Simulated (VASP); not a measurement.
**BN in VASP: one cell, several levels of theory, part 1 of 2**

BN (wurtzite), under +1.5 % strain along x alone is computed at one geometry. Runs: PBE, r2SCAN. The results are then set beside those of Ansatz 0.2.0 for the same cell.

Code: VASP 6.6.1. PAW datasets, plane waves. The values are computed, spin-unpolarised, and not measurements.

**1. Starting point**

The cell comes from an earlier relaxation with r2SCAN in another program, then strained, with the atoms relaxed again.

It is orthorhombic, Cmc2_1 (No. 36); a = 2.582 Å, b = 4.406 Å, c = 4.208 Å in the conventional setting, 5.98 Å³ an atom. Near B stand 4 N at 1.56–1.58 Å; near N stand 4 B at 1.56–1.58 Å.

Structure file:

Space group Cmc2_1 (No. 36). a = 2.582 Å, b = 4.406 Å, c = 4.208 Å, α = 90.00°, β = 90.00°, γ = 90.00°
```tsv
atom	site	symmetry	x	y	z
B	4a	m..	0.0000	0.6664	0.9998
N	4a	m..	0.0000	0.6673	0.6252
```

**2. PBE**

The input, INCAR:

```
ENCUT = 520.000000
SIGMA = 0.020000
EDIFF = 1.00e-07
GGA = PE
PREC = Accurate
IBRION = -1
ISIF = 2
ISMEAR = -1
NBANDS = 16
NELM = 120
NSW = 0
LASPH = .TRUE.
LCHARG = .TRUE.
LELF = .TRUE.
LWAVE = .FALSE.
LREAL = .FALSE.
```

The input, KPOINTS:

```
KPOINTS created by Atomic Simulation Environment
0
Gamma
12 12 6
0 0 0
```

The input, KPOINTS_OPT:

```
special points
8
Reciprocal
0.0000000000 0.0000000000 0.0000000000 1
0.5000000000 0.0000000000 0.0000000000 1
0.3333333333 0.3333333333 0.0000000000 1
0.0000000000 0.0000000000 0.5000000000 1
0.5000000000 0.0000000000 0.5000000000 1
0.3333333333 0.3333333333 0.5000000000 1
0.1000000000 0.0000000000 0.0000000000 1
0.3307290000 0.3333330000 0.0000000000 1
```

The input, POSCAR:

```
B  N
 1.0000000000000000
     2.5821092527000000    0.0000000000293005    0.0000000000000000
    -1.2910546263750000    2.2031253281853500    0.0000000000000000
     0.0000000000000000    0.0000000000000000    4.2078153384999997
 B   N
   2   2
Cartesian
 -0.0000000000166780  1.4697206491773263  0.0007465638077173
  1.2910546263416778  0.7334046790373242  2.1046542330577171
 -0.0000000000166361  1.4660538675610773  1.5771841881297826
  1.2910546263416358  0.7370714606535732  3.6810918573797822
```

The run uses the recommended PBE PAW datasets (16 valence electrons a neutral cell).

Run with:

```console
$ mpirun -np 1 vasp_std
```

Printed to the terminal (iteration lines stand in OSZICAR):

```text
POSCAR found type information on POSCAR B N
 POSCAR found :  2 types and       4 ions
 LDA part: xc-table for (Slater+PW92), standard interpolation
 POSCAR, INCAR and KPOINTS ok, starting setup
 FFT: planning ... GRIDC
 FFT: planning ... GRID_SOFT
 FFT: planning ... GRID
 WAVECAR not read
 entering main loop
 Start KPOINTS_OPT (optional k-point list driver)
k-point batch [1-8\8]
```

OSZICAR:

```text
N       E                     dE             d eps       ncg     rms          rms(c)
DAV:   1     0.376362845286E+02    0.37636E+02   -0.83669E+03  5528   0.972E+02
DAV:   2    -0.344783446119E+02   -0.72115E+02   -0.67406E+02  7928   0.228E+02
DAV:   3    -0.367242239922E+02   -0.22459E+01   -0.22404E+01  6312   0.366E+01
DAV:   4    -0.367296323413E+02   -0.54083E-02   -0.54081E-02  6704   0.206E+00
DAV:   5    -0.367296469893E+02   -0.14648E-04   -0.14648E-04  6128   0.992E-02    0.939E+00
DAV:   6    -0.349802005333E+02    0.17494E+01   -0.22249E+00  6976   0.136E+01    0.445E+00
DAV:   7    -0.348514721085E+02    0.12873E+00   -0.31288E-01  7000   0.450E+00    0.273E+00
DAV:   8    -0.348247568688E+02    0.26715E-01   -0.52836E-02  6448   0.186E+00    0.257E-01
DAV:   9    -0.348235233039E+02    0.12336E-02   -0.18921E-03  6392   0.518E-01    0.132E-01
DAV:  10    -0.348238034172E+02   -0.28011E-03   -0.49198E-04  6504   0.173E-01    0.254E-02
DAV:  11    -0.348238110695E+02   -0.76523E-05   -0.33275E-05  6880   0.560E-02    0.152E-02
DAV:  12    -0.348238117136E+02   -0.64408E-06   -0.59497E-06  6520   0.242E-02    0.209E-03
DAV:  13    -0.348238118038E+02   -0.90212E-07   -0.18688E-07  5408   0.406E-03
   1 F= -.34823812E+02 E0= -.34823812E+02  d E =-.176341E-12
       N       E                     dE             ncg
DAV:   1     0.348381253439E+04   -0.39895E+04      256
DAV:   2     0.296182760520E+04   -0.52198E+03      376
DAV:   3     0.294680029250E+04   -0.15027E+02      264
DAV:   4     0.294676835462E+04   -0.31938E-01      328
DAV:   5     0.294676824692E+04   -0.10770E-03      264
DAV:   6     0.294676824631E+04   -0.60639E-06      336
DAV:   7     0.294676824631E+04   -0.38062E-08      192
```

The lines after F= are the extra pass for the points of KPOINTS_OPT, at fixed density; their E is not a total energy.

From OUTCAR:

```text
k-points           NKPTS =    172   k-points in BZ     NKDIM =    172   number of bands    NBANDS=     16

   NELECT =      16.0000    total number of electrons

   dimension x,y,z NGX =    20 NGY =   20 NGZ =   32
   dimension x,y,z NGXF=    40 NGYF=   40 NGZF=   64

  energy-cutoff  :      520.00
  volume of cell :       23.94
      direct lattice vectors                 reciprocal lattice vectors
     2.582109253  0.000000000  0.000000000     0.387280282  0.226950321  0.000000000
    -1.291054626  2.203125328  0.000000000    -0.000000000  0.453900642  0.000000000
     0.000000000  0.000000000  4.207815338     0.000000000  0.000000000  0.237653015

 k-points in reciprocal lattice and weights: KPOINTS created by Atomic Simulation Env
   0.00000000  0.00000000  0.00000000       0.001
   0.08333333  0.00000000  0.00000000       0.005
   0.16666667 -0.00000000  0.00000000       0.005
   0.25000000  0.00000000  0.00000000       0.005
   0.33333333  0.00000000  0.00000000       0.005
   0.41666667  0.00000000  0.00000000       0.005
   0.50000000  0.00000000  0.00000000       0.002
  -0.00000000  0.08333333  0.00000000       0.002
[... 164 more k-points ...]

 E-fermi :   7.8903

 k-point     1 :       0.0000    0.0000    0.0000
  band No.  band energies     occupation
      1     -12.8595      2.00000
      2      -8.7010      2.00000
      3      -3.3825      2.00000
      4       5.1792      2.00000
      5       5.3008      2.00000
      6       7.1537      2.00000
      7       7.3436      2.00000
      8       7.4392      2.00000
      9      15.5355      0.00000
     10      15.6918      0.00000
     11      16.1632      0.00000
     12      16.6962      0.00000
     13      17.8622      0.00000
     14      19.0912      0.00000
     15      19.3347      0.00000
     16      23.5442      0.00000

 k-point     2 :       0.0833    0.0000    0.0000
  band No.  band energies     occupation
      1     -12.7119      2.00000
      2      -8.5896      2.00000
      3      -3.2364      2.00000
      4       4.5164      2.00000
      5       5.0028      2.00000
      6       6.7936      2.00000
      7       7.0032      2.00000
      8       7.2687      2.00000
      9      15.4272      0.00000
     10      15.9634      0.00000
     11      16.3781      0.00000
     12      17.1333      0.00000
     13      18.3901      0.00000
     14      19.1910      0.00000
     15      19.7057      0.00000
     16      23.3138      0.00000

 k-point     3 :       0.1667   -0.0000    0.0000
  band No.  band energies     occupation
      1     -12.2742      2.00000
      2      -8.2716      2.00000
      3      -2.8035      2.00000
      4       2.8723      2.00000
      5       4.3622      2.00000
      6       5.4011      2.00000
      7       6.5389      2.00000
      8       6.8584      2.00000
      9      15.0766      0.00000
     10      16.6640      0.00000
     11      16.7402      0.00000
     12      18.1171      0.00000
     13      18.9906      0.00000
     14      20.0264      0.00000
     15      20.8144      0.00000
     16      22.6298      0.00000

 k-point     4 :       0.2500    0.0000    0.0000
  band No.  band energies     occupation
      1     -11.5636      2.00000
      2      -7.8109      2.00000
      3      -2.1048      2.00000
      4       0.9379      2.00000
      5       3.6435      2.00000
      6       3.6649      2.00000
      7       5.7792      2.00000
      8       6.3301      2.00000
      9      14.6879      0.00000
     10      16.8257      0.00000
     11      17.3765      0.00000
     12      18.3989      0.00000
     13      19.5580      0.00000
     14      21.2600      0.00000
     15      22.2248      0.00000
     16      22.6039      0.00000

 k-point     5 :       0.3333    0.0000    0.0000
  band No.  band energies     occupation
      1     -10.6224      2.00000
      2      -7.3758      2.00000
      3      -1.1989      2.00000
      4      -0.7691      2.00000
      5       1.9307      2.00000
      6       3.0422      2.00000
      7       4.7614      2.00000
      8       5.8465      2.00000
      9      14.3743      0.00000
     10      16.2712      0.00000
     11      17.7942      0.00000
     12      18.9239      0.00000
     13      19.2848      0.00000
     14      22.4723      0.00000
     15      23.0506      0.00000
     16      23.6175      0.00000

 k-point     6 :       0.4167    0.0000    0.0000
  band No.  band energies     occupation
      1      -9.5656      2.00000
      2      -7.3073      2.00000
      3      -1.7999      2.00000
      4      -0.2318      2.00000
      5       0.5395      2.00000
      6       2.6486      2.00000
      7       3.6527      2.00000
      8       5.5187      2.00000
      9      14.1854      0.00000
     10      15.6546      0.00000
     11      17.9349      0.00000
     12      18.9531      0.00000
     13      19.7783      0.00000
     14      22.4054      0.00000
     15      23.3724      0.00000
     16      24.6304      0.00000

 k-point     7 :       0.5000    0.0000    0.0000
  band No.  band energies     occupation
      1      -8.8947      2.00000
      2      -7.5769      2.00000
      3      -2.0035      2.00000
      4      -0.2697      2.00000
      5       0.5048      2.00000
      6       2.5106      2.00000
      7       3.0267      2.00000
      8       5.4036      2.00000
      9      14.1258      0.00000
     10      15.4139      0.00000
     11      17.9587      0.00000
     12      18.8536      0.00000
     13      20.3246      0.00000
     14      21.8812      0.00000
     15      23.6892      0.00000
     16      25.0007      0.00000

 k-point     8 :      -0.0000    0.0833    0.0000
  band No.  band energies     occupation
      1     -12.7082      2.00000
      2      -8.5857      2.00000
      3      -3.2330      2.00000
      4       4.6303      2.00000
      5       4.8893      2.00000
      6       6.8673      2.00000
      7       7.0136      2.00000
      8       7.1833      2.00000
      9      15.3893      0.00000
     10      15.8427      0.00000
     11      16.3815      0.00000
     12      17.2070      0.00000
     13      18.3130      0.00000
     14      19.4614      0.00000
     15      19.5366      0.00000
     16      23.3224      0.00000

[... the tables of k-points 9 to 172 left out ...]

  Total       -1.3065325      0.4378807      0.5755123     -0.0000000      0.0000000      0.0000000
  in kB      -87.4500975     29.3086554     38.5207489     -0.0000000      0.0000000      0.0000000
  external PRESSURE =      -6.5402311 kB  Pullay stress =       0.0000000 kB

 POSITION                                       TOTAL-FORCE (eV/Angst)
 -----------------------------------------------------------------------------------
     -0.00000      1.46972      0.00075         0.000000     -0.013947     -0.002550
      1.29105      0.73340      2.10465        -0.000000      0.013947     -0.002550
     -0.00000      1.46605      1.57718         0.000000     -0.012288      0.002550
      1.29105      0.73707      3.68109        -0.000000      0.012288      0.002550
 -----------------------------------------------------------------------------------
    total drift:                               -0.000000     -0.000000     -0.000086

  FREE ENERGIE OF THE ION-ELECTRON SYSTEM (eV)
  ---------------------------------------------------
  free  energy   TOTEN  =       -34.8238118038 eV

  energy  without entropy=      -34.8238118038  energy(sigma->0) =      -34.82381180
```

Hardware: 1 MPI rank of Intel Xeon Platinum 8488C, shared host.

The levels at the points of KPOINTS_OPT are read from vasprun.xml.

Near the gap, in eV above the top of the last filled band v; c is the band after it:

```csv
point,v−1,v,c,c+1
Γ,-0.10,0.00,8.10,8.25
M,-4.41,-2.04,6.69,7.97
K,-5.37,-5.34,5.19,13.43
A,-1.18,-1.18,9.16,9.16
L,-3.54,-3.54,6.59,6.59
H,-3.00,-3.00,9.29,9.29
```

Gap with PBE: 5.19 eV, valence top at Γ, conduction bottom at (0.33, 0.33, 0.00). Least direct gap: 8.10 eV. Pressure: -0.65 GPa, and the largest force is 0.014 eV/Å, on atom 1 (B).

Axes a, b and c in the maps are those of this run's conventional cell (a, b, c = 2.582, 4.406, 4.208 Å).

Density in a lattice plane of the grid's cell (edges 4.41 and 4.21 Å, at 0.000 of the third edge), which holds B and N.

Values in e/Å³, 12 rows by 12 columns:
```
0.08 0.12 0.25 0.43 0.52 0.48 0.52 0.69 0.74 0.64 0.32 0.13
0.07 0.09 0.13 0.17 0.17 0.20 0.38 0.85 1.25 0.84 0.32 0.11
0.08 0.10 0.16 0.19 0.19 0.25 0.58 1.59 2.50 1.58 0.50 0.14
0.11 0.16 0.29 0.40 0.40 0.53 1.11 2.92 3.76 2.82 0.82 0.21
0.13 0.21 0.43 0.65 0.55 0.85 1.46 3.12 3.69 2.94 0.92 0.25
0.12 0.19 0.42 0.59 0.30 0.75 1.05 1.53 1.97 1.41 0.57 0.20
0.08 0.13 0.32 0.64 0.74 0.69 0.52 0.48 0.52 0.43 0.25 0.12
0.07 0.11 0.32 0.84 1.25 0.85 0.38 0.20 0.17 0.17 0.13 0.09
0.08 0.14 0.50 1.58 2.50 1.59 0.58 0.25 0.19 0.19 0.16 0.10
0.11 0.21 0.82 2.82 3.76 2.92 1.11 0.53 0.40 0.40 0.29 0.16
0.13 0.25 0.92 2.94 3.69 3.12 1.46 0.85 0.55 0.65 0.43 0.21
0.12 0.20 0.57 1.41 1.97 1.53 1.05 0.75 0.30 0.59 0.42 0.19
```
Columns run along the first of these edges and rows up along the second, over one cell in 12 and 12 even steps from the bottom left corner. Atoms in the plane (fractional): B at (0.67, 1.00), B at (0.33, 0.50), N at (0.67, 0.63), N at (0.33, 0.13).

ELF in the same plane.

Ten even steps from '0' (0.01) to '9' (0.93):
```
001245666777652000122100
000112333333344555432100
000000001111357999753100
000000000001478999974200
000000000113688999876300
000011221246887656776410
000123322368997312677510
001233321269997313687520
001233200059998646787520
001232100038998777886410
000122100025677766654210
000123455544333333321100
000135799975311110000000
000247999987410000000000
000367899988631100000000
001467765678764212211000
001577621379986322332100
002578631379996212333210
002578764689995000233210
001468877789983000123210
```
Columns run along the first of these edges and rows up along the second, over one cell in 24 and 20 even steps from the bottom left corner. Atoms in the plane (fractional): B at (0.67, 1.00), B at (0.33, 0.50), N at (0.67, 0.63), N at (0.33, 0.13).

Both are smooth fields of the valence electrons: close to the nuclei they are not physical.

Outside the cores ELF peaks at 0.93 on the B–N line, 0.8 Å from B.

(Continued in part 2 of 2.)
